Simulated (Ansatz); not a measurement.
# Response to strain in ZnTe

The parent structure is ZnTe in the zinc blende structure (space group F-43m, No. 216; a = 6.179 Å). Axes: x, y, z lie along the cube axes.

Strains are applied to the cell and any free atomic positions relax; under biaxial strain the out-of-plane vector relaxes too.

All numbers come from PBE (Ansatz, a first-principles code), without spin-orbit coupling.

Candidates:
(a) tensor shear ε_yz = −3.68 %
(b) isotropic strain +0.30 %
(c) strain tensor (xx, yy, zz, yz, xz, xy) = (−0.37, −3.33, +2.78, +0.36, −0.63, −0.27) %
(d) isotropic strain +1.36 %
(e) biaxial strain +2.56 %, plane normal [001], relaxed out of plane

Base values:

```
Item        Value
--------  -------
Band gap  1.08 eV
```

Question: Order them by band gap, highest first.

Answer: (b) isotropic strain +0.30 % (1.03 eV), (c) strain tensor (xx, yy, zz, yz, xz, xy) = (−0.37, −3.33, +2.78, +0.36, −0.63, −0.27) % (1.00 eV), (d) isotropic strain +1.36 % (0.90 eV), (e) biaxial strain +2.56 %, plane normal [001], relaxed out of plane (0.85 eV), (a) tensor shear ε_yz = −3.68 % (0.81 eV)

Spin-orbit coupling, missing from the scalar runs, can matter with Te. Whether these cells are dynamically stable was not tested.
